Packing or bonding: what sets the energy of a carbon structure?

Carbon atoms can be stacked in flat sheets, joined into a diamond network or packed like the atoms of a metal. Each arrangement has its own volume and its own energy. Does the energy follow how tightly the atoms are packed, or how each atom is bonded to its neighbours? The answer should be good enough to forecast the three energies marked with a question mark below.

Structures of carbon, computed with Ansatz 0.2.0: plane-wave PAW DFT with the PBEsol functional, scalar-relativistic, without spin polarization, cutoff 420 eV. Cell and atoms are relaxed at 0 K and 0 GPa. Energies are per atom, relative to the lowest computed structure, with a tolerance of 4 meV/atom for metals.

```
   found from  space group number  atoms in cell  volume per atom (Å³)  over lowest (meV/atom)
database cell                 166              2                  9.49                     0.0
database cell                  69              2                  9.66                     1.0
database cell                 194              4                  9.57                       ?
database cell                 164              4                 31.56                     2.0
database cell                 166              4                 14.38                     2.0
database cell                 166              4                 10.04                     2.0
database cell                 166              8                 11.84                       ?
database cell                 194             12                 12.77                     2.0
database cell                 191              2                 22.31                     4.0
database cell                 227              2                  5.61                    23.0
database cell                 194             16                  5.61                    27.0
 rattled cell                 141              8                  7.47                   809.0
 changed type                 191              1                 19.39                  1090.0
 changed type                 166             12                    13                  1572.0
 changed type                 139              1                  8.67                  2564.0
      Ca type                 221              1                  5.46                  2592.0
      Sn type                 191              1                  5.48                  2769.0
 changed type                 166              3                  6.35                  2837.0
       W type                 229              1                  6.43                  4228.0
       W type                 223              8                  6.96                  4457.0
      Cu type                 225              1                  6.99                       ?
```

The column "over lowest" gives the energy per atom above the lowest structure of the table, in meV. "Found from" names the origin of the starting structure, and the space group number states its symmetry. The rows stand in order of rising energy, so the place of each question mark already brackets its value. The forecasts below make no use of these places, but a hit counts for less because of them.

Density fails as a guide

Diamond is the cell with space group 227. It fills only 0.59 times the volume per atom of the lowest cell, a stack of flat sheets, and yet its energy is just 23 meV higher. A large change in density has cost almost no energy.

Simple cubic carbon, space group 221, shows the reverse. It is about 3 % denser than diamond, but it lies 2.57 eV per atom above it. Two structures of nearly equal density thus differ by more than a hundred times the gap between diamond and the sheets. Something other than density must set this order.

The distances between atoms point to it. In diamond each atom has four neighbours at 1.54 Å, whereas in simple cubic it has six at 1.76 Å. Diamond reaches its density with a few short bonds and open space between them. Simple cubic fills the space more evenly, and each of its contacts is longer.

Four electrons to share

A carbon atom brings four valence electrons. If it has Z nearest neighbours, it takes part in Z contacts, and each contact belongs to two atoms. There are then Z/2 contacts per atom, and the number of electrons available for each is

n = 4 / (Z/2) = 8/Z

For diamond n is 2, the electron pair of an ordinary single bond. For simple cubic it is 4/3, too few to give every contact a full pair. In bcc, with eight nearest neighbours, it falls to 1, and in fcc, with twelve, to 2/3. This is a count of electrons and not a formula for the energy. It shows that extra neighbours bring no extra electrons to bind them. It cannot decide the structure alone, for lead has the same count and does pack as fcc.

Theory supplies the rest of the argument. Two electrons fill the bonding state between two atoms, and that state is strongest when the atoms are close. Carbon atoms have a small core and can come very close, so for them a full pair in a short bond is worth a great deal. With less than a pair per contact the attraction is weaker, while the overlapping electron clouds of the crowded neighbours still repel each other. The contacts stretch until the two balance, and stretching weakens them further. The calculated shortest distance grows accordingly, from 1.54 Å in diamond to 2.03 Å in bcc.

In a flat sheet each atom has three neighbours, and n is 8/3. One pair in each contact forms the framework of the sheet, and the remaining electron of each atom joins a bond that spreads over the whole layer. The picture does not say how much this strengthening is worth. The computed energies do: with sheets and diamond only 23 meV apart, three strengthened bonds must be worth about as much as four single ones.

Fewer neighbours are not better without end. The open one-atom cell with space group 191, at 19.39 Å³, is most simply read as separate straight chains in which each atom has two neighbours. It lies 1.09 eV up. If that reading is right, carbon does best with three or four neighbours and pays on either side.

A forecast for the sheets

Most of the database cells at the top of the table have volumes that fit flat sheets. A sheet covers roughly 2.6 Å² per atom, so the volume divided by this area gives the mean distance between layers. For the lowest cell that is 9.49/2.6, or a little over 3.6 Å. For the two-atom cell of space group 191 it is about 8.6 Å, which is practically a single sheet on its own.

Pulling the layers that far apart costs only 4 meV per atom in this calculation. The strong bonds lie within the sheet and stay as they were. The cell of space group 164 has still more room per atom but lies only 2 meV up. It holds two sheets, which may have stayed together as a pair with the empty space outside. Real layers are held together mainly by dispersion, the weak attraction between fluctuating charges, which PBEsol does not describe. Real graphite is bound by tens of meV per atom, so the calculated spacings are unreliable as well.

Two of the withheld cells appear to belong to this family: the four-atom cell of space group 194 and the eight-atom cell of space group 166. For the second the assignment rests on its volume and its database origin. Volume alone would be weak evidence, because a twelve-atom cell of the same space group has a similar volume and lies 1.57 eV up.

If both are sheets, their energies should match those of the seven known sheet cells, whatever the stacking. The mean of the seven is about 2 meV, and they span 0 to 4 meV. The forecast for each withheld cell is therefore about 2 meV, with a range of 0 to 4. A finer one would be pointless, since differences of this size are no larger than the tolerance of 4 meV per atom stated for metals, and the lowest place in the table is in effect a tie.

A forecast for fcc

The third withheld structure is fcc carbon, in which each atom has twelve neighbours at 2.15 Å. By the bonding picture it should lie far above diamond, and probably above bcc too. To say how far, it helps to compare it only with lattices that crowd six or more neighbours around each atom. Four of the known rows are plainly of this kind: simple cubic, simple hexagonal (the denser one-atom cell of space group 191), bcc and A15 (space group 223).

Within this group volume becomes useful. The atoms are spread fairly evenly, so a larger volume at zero pressure means longer contacts on average, and longer contacts are weaker. If their greater number does not make up for this, the energy E above the lowest structure rises with the volume per atom V. A straight line is the simplest guess for the form of that rise. A least-squares fit to the four lattices gives, with E in eV and V in Å³,

E = −4.265 + 1.279 V

For fcc V is 6.99 Å³. The second term is 1.279 × 6.99 = 8.94 eV, and the sum is about 4.7 eV. The fcc energy took no part in the fit, though the volume put into the line comes from the same relaxation.

Four points and two constants make a fragile line. When each lattice in turn is left out and forecast from the other three, the typical error is 0.4 eV. The forecast for fcc is thus 4.7 eV, with a range of 4.3 to 5.1 eV. It should lie above bcc, while its order against A15 is left open.

A second view is possible. Once an atom is surrounded by a dozen or so others, the exact pattern may hardly matter, and the energy would level off. The mean of bcc and A15 would then be the better guess, at 4.34 eV. Both guesses lie within the stated range.

The computed values

The withheld rows as computed:

```
   found from  space group number  atoms in cell  volume per atom (Å³)  over lowest (meV/atom)
database cell                 194              4                  9.57                     1.0
database cell                 166              8                 11.84                     2.0
      Cu type                 225              1                  6.99                  4472.0
```

Both sheet cells fall within their range, at 1 and 2 meV. The relaxed eight-atom cell also repeats every 2.5 Å sideways, just as the four-atom cell does. Together with its large volume and low energy, this leaves little doubt that it consists of sheets. The result does not rank the stackings. The four-atom cell has the space group of ordinary graphite and as many atoms per cell, and its place 1 meV above another stack is no evidence that graphite prefers that other stacking.

The fcc lattice comes out at 4.47 eV, inside the forecast range and above bcc. The straight line put it 0.20 eV too high. The levelling-off guess was 0.13 eV too low and so came closer. The line's miss is only about half its error bar and proves little by itself, but the other lattices hint at where the simple picture of ever longer, ever weaker contacts needs correcting.

The known lattices already bend away from a line. From simple cubic to bcc the energy climbs by 1.64 eV, but from bcc to A15 by only 0.23 eV, although the second step in volume is more than half the first. Between A15 and fcc, which have almost the same volume, the difference is 15 meV. The rise flattens, and a straight line drawn through it overshoots at the end.

The geometry offers a reason. In bcc the eight nearest neighbours are followed by six more that are only 15 % farther away. An atom in bcc thus already shares its electrons with about fourteen others, more than the count of eight suggests. In A15 and fcc, too, each atom has at least twelve close neighbours. Going from one of these lattices to another rearranges a crowd, whereas going from diamond to simple cubic breaks up the electron pairs.

What the energies are good for

The sizes of these gaps decide how far each can be trusted. A gap of several eV between diamond and the metal-like lattices reflects a different kind of bonding, and weak forces between layers cannot overturn it. The 23 meV between diamond and the sheets is another matter. Experiment also finds diamond slightly less stable than graphite, but a calculation that leaves out most of the attraction between layers can match a gap this small only through errors that cancel. The PAW datasets were also made for another functional, PBE, which adds a further uncertainty to so small a gap.

The highest energies also belong to arrangements held in place by symmetry. Each relaxation kept the symmetry of its start, so simple cubic, bcc and fcc carbon had no way to collapse into something better bonded. Their values show what it costs to force carbon into such a lattice. They do not show that such phases could be made and kept at ordinary pressure.

One row puts the explanation to a further test. The three-atom cell of space group 166 has nearly the volume of bcc, 6.35 against 6.43 Å³, but lies 1.39 eV below it. The line for compact lattices would place it about 1 eV too high. If the sharing of electrons is indeed what counts, this cell should have fewer short contacts per atom than bcc, with open space between them. Does it? The distances around each of its atoms would settle the question.

The one-atom cell of space group 139 is harder to fit in. It has more room per atom than fcc, 8.67 Å³, yet lies 1.9 eV below it, and the line for compact lattices would put it more than 4 eV too high. It may consist of flat square layers in which each atom has four neighbours. In that case n is 2, as in diamond, but the energy is about 2.5 eV higher. The number of neighbours would then not be enough to explain the order, and the directions of the bonds would have to count as well. Here too the distances are needed to decide.
